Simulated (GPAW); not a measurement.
# Local fields in the sheet polarisability of PbSe (honeycomb monolayer)

What do local fields do to the response of PbSe (honeycomb monolayer)?

Program: GPAW 26.7.0. Level of theory: PBE and many-body steps on it, plane waves. Results are calculated unless marked as measured.

Most raw output is cut from this account.

**1. Starting point**

The cell holds 2 atoms: 1 Pb and 1 Se. Its edges and angles: a = 4.077 Å, b = 4.077 Å, c = 11.400 Å, α = 90.0°, β = 90.0°, γ = 120.0°. Vacuum lies along c.

Structure file:

```
Pb Se
1.0
     4.07689    0.00000    0.00000
    -2.03845    3.53069    0.00000
     0.00000    0.00000   11.40000
Pb Se
1 1
Direct
  0.33333 0.66667 0.43184
  0.66667 0.33333 0.56816
```

The structure was relaxed with PBE. The runs that relaxed it are not among those shown. Spin-orbit coupling is left out unless a step names it.

**2. Empty states on the mesh, 15×15×1 mesh, 218 bands**

This step: GPAW 26.7.0; DFT, PBE, plane waves, PAW.

The sums over transitions need many empty states on a uniform mesh; this step solves for them.

Contents of run.py:

```python
import json
import numpy as np
from gpaw.mpi import world
from gpaw import GPAW

calc = GPAW('gs.gpw').fixed_density(kpts={'size': (15, 15, 1), 'gamma': True},
    nbands=254,
    convergence={'bands': 218},
    txt='nscf.txt')
calc.write('full.gpw', mode='all')
res = {}
kpts = calc.get_ibz_k_points()
res['kpts'] = kpts
res['eigenvalues'] = [calc.get_eigenvalues(kpt=k) for k in range(len(kpts))]
res['n_electrons'] = calc.get_number_of_electrons()

if world.rank == 0:
    with open('result.json', 'w') as f:
        json.dump(res, f, default=lambda x: x.tolist())
```

Command:

```
$ mpirun -n 4 gpaw python run.py
```

The job ended after 3.9 min (4 MPI ranks of Arm Neoverse V1, shared host; peak memory 1.3 GiB).

This step gave:

* gap: 1.961 eV
* k of the valence top: 0.2, -0.0667, 0
* k of the conduction bottom: 0, 0, 0
* least direct gap: 2.058 eV
* k points computed: 27
* lowest point of the top converged band, above the valence top: 67.0263 eV

On this mesh the gap is 1.961 eV.

**3. RPA response**

The response function is computed on a frequency grid, with local fields up to the given cutoff.

This step: linear response, RPA, on PBE, plane waves, PAW.

Contents of run.py:

```python
import json
import numpy as np
from gpaw.mpi import world
from gpaw.response.df import DielectricFunction

df = DielectricFunction('full.gpw',
    ecut=50,
    nbands=218,
    eta=0.2,
    frequencies={'type': 'nonlinear', 'domega0': 0.05, 'omega2': 10.0},
    intraband=False,
    truncation='2D',
    txt='df.txt')
res = {'optical': {}, 'eels': []}
for d in 'x':
    y0, y = df.get_polarizability(direction=d, xc='RPA', filename=None)
    res['optical'][d] = [y0.real, y0.imag, y.real, y.imag]
res['w'] = df.get_frequencies()
for q_c in [[0.0666666667, 0, 0], [0.2, 0, 0], [0.4666666667, 0, 0], [0.8, 0, 0], [1.2, 0, 0]]:
    res['eels'].append(df.get_eels_spectrum(q_c=q_c, xc='RPA', filename=None))

if world.rank == 0:
    with open('result.json', 'w') as f:
        json.dump(res, f, default=lambda x: x.tolist())
```

Command:

```
$ mpirun -n 4 gpaw python run.py
```

Wall time 1.9 min (4 MPI ranks); peak memory 2.4 GiB.

This step gave:

```yaml
static_polarisability_of_the_sheet_a: 2.844
the_same_without_local_fields: 3.426
```

The static value is 2.84.

The Im polarisability of the sheet has structure finer than the step of the table below, so its rows give means over 1 eV, whole bins alone (the curve runs from 0 to 39.8 eV). Peaks (eV: height): xx, no local fields 3.4: 6.40, 4.6: 5.18; xx, local fields 3.4: 5.17, 5.0: 4.21.

RPA, broadening 0.2 eV. Im polarisability of the sheet against photon energy; means over each step:

```csv
photon energy (eV),"xx, no local fields (Å)","xx, local fields (Å)"
1,0.161,0.129
2,1.37,1.10
3,5.13,3.99
4,4.45,3.39
5,4.24,3.77
6,1.48,1.74
7,0.777,0.845
8,0.855,0.681
9,0.844,0.607
10,0.786,0.591
11,0.651,0.495
12,0.363,0.436
13,0.218,0.236
14,0.201,0.166
15,0.180,0.165
16,0.144,0.141
17,0.105,0.135
18,0.130,0.130
19,0.133,0.135
20,0.213,0.175
21,0.143,0.192
22,0.0637,0.0971
23,0.0528,0.0764
24,0.0570,0.0762
25,0.0570,0.0730
26,0.0562,0.0719
27,0.0545,0.0668
28,0.0545,0.0648
29,0.0562,0.0667
30,0.0592,0.0730
31,0.0481,0.0605
32,0.0440,0.0524
33,0.0395,0.0427
34,0.0417,0.0404
35,0.0418,0.0374
36,0.0473,0.0389
37,0.0464,0.0395
38,0.0441,0.0391
39,0.0412,0.0376
```

**4. RPA response, local-field cutoff (15×15×1 mesh, 218 bands, screening to 15 eV, broadening 0.2 eV)**

Changes to run.py since step 3:

```diff
@@ -6,3 +6,3 @@
 df = DielectricFunction('full.gpw',
-    ecut=50,
+    ecut=15,
     nbands=218,
@@ -18,3 +18,3 @@
 res['w'] = df.get_frequencies()
-for q_c in [[0.0666666667, 0, 0], [0.2, 0, 0], [0.4666666667, 0, 0], [0.8, 0, 0], [1.2, 0, 0]]:
+for q_c in [[0.4666666667, 0, 0]]:
     res['eels'].append(df.get_eels_spectrum(q_c=q_c, xc='RPA', filename=None))
```

Command:

```
$ mpirun -n 4 gpaw python run.py
```

Wall time 30 s (4 MPI ranks); peak memory 1.4 GiB; 2 min of CPU time.

This step gave:

* static polarisability of the sheet (Å): 3.029
* the same without local fields: 3.426

The static value is 3.03.

**5. RPA response, fewer bands (15×15×1 mesh, 15 bands, screening to 50 eV, broadening 0.2 eV)**

Changes to run.py since step 4:

```diff
@@ -6,4 +6,4 @@
 df = DielectricFunction('full.gpw',
-    ecut=15,
-    nbands=218,
+    ecut=50,
+    nbands=15,
     eta=0.2,
@@ -18,3 +18,3 @@
 res['w'] = df.get_frequencies()
-for q_c in [[0.4666666667, 0, 0]]:
+for q_c in []:
     res['eels'].append(df.get_eels_spectrum(q_c=q_c, xc='RPA', filename=None))
```

Command:

```
$ mpirun -n 4 gpaw python run.py
```

It took 4.8 s on 4 MPI ranks; peak memory 1.4 GiB.

This step gave:

```yaml
static_polarisability_of_the_sheet_a: 2.719
the_same_without_local_fields: 3.211
```

**6. RPA response, scissors (15×15×1 mesh, 218 bands, screening to 50 eV, broadening 0.2 eV)**

Changes to run.py since step 5:

```diff
@@ -7,3 +7,3 @@
     ecut=50,
-    nbands=15,
+    nbands=218,
     eta=0.2,
@@ -12,2 +12,3 @@
     truncation='2D',
+    eshift=1.5,
     txt='df.txt')
```

Command:

```
$ mpirun -n 4 gpaw python run.py
```

Run time: 15 s. Hardware: 4 MPI ranks; peak memory 2.3 GiB; 58 s of CPU time.

This step gave:

| Quantity | Value |
| --- | --- |
| static polarisability of the sheet (Å) | 2.097 |
| the same without local fields | 2.469 |

The static value is 2.10.

**7. RPA response, q off the mesh (15×15×1 mesh, 218 bands, screening to 30 eV, broadening 0.2 eV)**

Changes to run.py since step 6:

```diff
@@ -6,3 +6,3 @@
 df = DielectricFunction('full.gpw',
-    ecut=50,
+    ecut=30,
     nbands=218,
@@ -12,3 +12,2 @@
     truncation='2D',
-    eshift=1.5,
     txt='df.txt')
@@ -19,3 +18,3 @@
 res['w'] = df.get_frequencies()
-for q_c in []:
+for q_c in [[0.137, 0, 0]]:
     res['eels'].append(df.get_eels_spectrum(q_c=q_c, xc='RPA', filename=None))
```

Command:

```
$ mpirun -n 4 gpaw python run.py
```

Run time: 23 s. Hardware: 4 MPI ranks; peak memory 1.5 GiB.

The run stopped with an error after 23 s.

The program's words: ValueError: Requested k-point is not on the grid. Please check that your q-points of interest are commensurate with the k-point grid.

The fault put into this input: q off the mesh.

**8. The runs together**

Times are wall times on 4 MPI ranks of Arm Neoverse V1, shared host, good to a factor of about two.

The polarisability of a sheet is α = (ε − 1) L / 4π, with L the height of the cell, and does not depend on L.

| run | static polarisability (Å) | without local fields | time |
| --- | --- | --- | --- |
| RPA response | 2.84 | 3.43 | 1.9 min |
| RPA response, local-field cutoff (15×15×1 mesh, 218 bands, screening to 15 eV, broadening 0.2 eV) | 3.03 | 3.43 | 30 s |
| RPA response, fewer bands (15×15×1 mesh, 15 bands, screening to 50 eV, broadening 0.2 eV) | 2.72 | 3.21 | 4.8 s |
| RPA response, scissors (15×15×1 mesh, 218 bands, screening to 50 eV, broadening 0.2 eV) | 2.10 | 2.47 | 15 s |

**9. What came out**

```yaml
rpa_response: static polarisability (Å) 2.84
rpa_response_local_field_cutoff_15x15x1_mesh_218_bands_screening_to_15_ev_broadening_0p2_ev: static polarisability (Å) 3.03
rpa_response_fewer_bands_15x15x1_mesh_15_bands_screening_to_50_ev_broadening_0p2_ev: static polarisability (Å) 2.72
rpa_response_scissors_15x15x1_mesh_218_bands_screening_to_50_ev_broadening_0p2_ev: static polarisability (Å) 2.10
```

What this shows: In the optical limit the electronic static polarisability (Å) is 2.84, against 3.43 without local fields. RPA response, local-field cutoff (15×15×1 mesh, 218 bands, screening to 15 eV, broadening 0.2 eV): static polarisability (Å) = 3.03. RPA response, fewer bands (15×15×1 mesh, 15 bands, screening to 50 eV, broadening 0.2 eV): static polarisability (Å) = 2.72. RPA response, scissors (15×15×1 mesh, 218 bands, screening to 50 eV, broadening 0.2 eV): static polarisability (Å) = 2.10. ε(0) converges slowly with a Γ-centred mesh, and this one is not shown settled. Unless a shift is named, the levels are those of the density functional, and only a kernel with a long-range part can bind an exciton.

[Paths, hosts, dates, memory and timing lines, banners, echoed tables and standing remarks are left out of the program output.]

[Logs are printed without paths, hosts, clocks, repeated set-up lines and the standing remarks that a program may print on its own settings, such as how far it seeks lower states.]

[Runs of the session that timed out or met a known fault of the program may be left out.]

[Hosts, paths, dates, database ids (printed as entryN), source tags and the programs' standing remarks are cut or masked in the printed files.]
